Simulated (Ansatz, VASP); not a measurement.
B3As2 in VASP and in Ansatz

```
B As
1.0
     3.29344   -3.59941    0.00000
     3.29344    3.59941    0.00000
     0.00000    0.00000    3.64910
B As
3 2
Direct
  0.89771 0.89771 0.00000
  0.10229 0.10229 0.00000
  0.50000 0.50000 0.50000
  0.00000 0.50000 0.00000
  0.50000 0.00000 0.00000
```

Alike in both runs: task single point; functional PBE; k mesh 4 × 4 × 6; occupations gaussian, width 0.1 eV; no spin polarisation.

|  | VASP | Ansatz |
| --- | --- | --- |
| version | VASP 6.6.1 | Ansatz 0.2.0 |
| potentials or method | VASP PAW PBE potentials, release 64 (B, As) | scalar-relativistic, plane waves, PAW |
| plane-wave cutoff (eV) | 520 | 420 |
| valence electrons in the cell | 19 | 39 |

Ansatz gave:

```
gap on the k mesh at the Fermi level (eV)       : none
pressure (GPa)                                  : -0.5
largest component of the traceless stress (GPa) : 21.65
rms of the force components (eV/Å)              : 3.876
```

Problem. What did VASP give for the same quantities?

Solution. gap on the k mesh at the Fermi level (eV): none; pressure (GPa): -0.4; largest component of the traceless stress (GPa): 21.65; rms of the force components (eV/Å): 3.878.

Atom by atom the forces differ by 0.001 eV/Å (rms over components). A gap of «none» marks a metal or a gap that the smearing closes. The two sets of potentials don't hold the same shells in valence.

Caveats: forces of over 1 eV/Å show positions far from the minimum, so gaps and moduli don't describe the material at rest.
